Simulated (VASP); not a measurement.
A run of VASP 6.6.1 is set up as follows.

Contents of INCAR:

```
PREC = Accurate ; ENCUT = 600
EDIFF = 1E-6 ; ISMEAR = 0
SIGMA = 0.03 ; LREAL = F
LASPH = T ; NELM = 80
ALGO = Normal ; ISIF = 3
LWAVE = F ; LCHARG = F
GGA = PE ; IVDW = 12
IBRION = 2 ; NSW = 90
EDIFFG = -0.01 ; KPAR = 2
```

Contents of KPOINTS:

```
regular mesh
0
Gamma
  9 9 2
```

Contents of POSCAR:

```
MoSe2
1.0
    3.2880000000      0.0000000000      0.0000000000
   -1.6440000000      2.8474915276      0.0000000000
    0.0000000000      0.0000000000     12.9000000000
Mo Se
2 4
Direct
    0.3333333333      0.6666666667      0.2500000000
    0.6666666667      0.3333333333      0.7500000000
    0.3333333333      0.6666666667      0.6250000000
    0.6666666667      0.3333333333      0.1250000000
    0.3333333333      0.6666666667      0.8750000000
    0.6666666667      0.3333333333      0.3750000000
```

Potentials or basis: VASP PAW PBE potentials, release 64 (Mo_sv, Se).

Command:

```sh
$ cat potpaw_PBE.64/Mo_sv/POTCAR potpaw_PBE.64/Se/POTCAR > POTCAR
$ mpirun -np 2 vasp_std > vasp.out
```

Question: What does it give for the relaxed cell?

Answer: a = 3.279 Å, b = 3.279 Å, c = 12.725 Å, α = 90.00°, β = 90.00°, γ = 120.00°.

Question: What does it give for the relaxed volume?

Answer: 19.74 Å³/atom.

Final structure:
```
Mo Se
1.0
     3.27866    0.00000    0.00000
    -1.63933    2.83941    0.00000
     0.00000    0.00000   12.72501
Mo Se
2 4
Direct
  0.33333 0.66667 0.25000
  0.66667 0.33333 0.75000
  0.33333 0.66667 0.61833
  0.66667 0.33333 0.11833
  0.33333 0.66667 0.88167
  0.66667 0.33333 0.38167
```
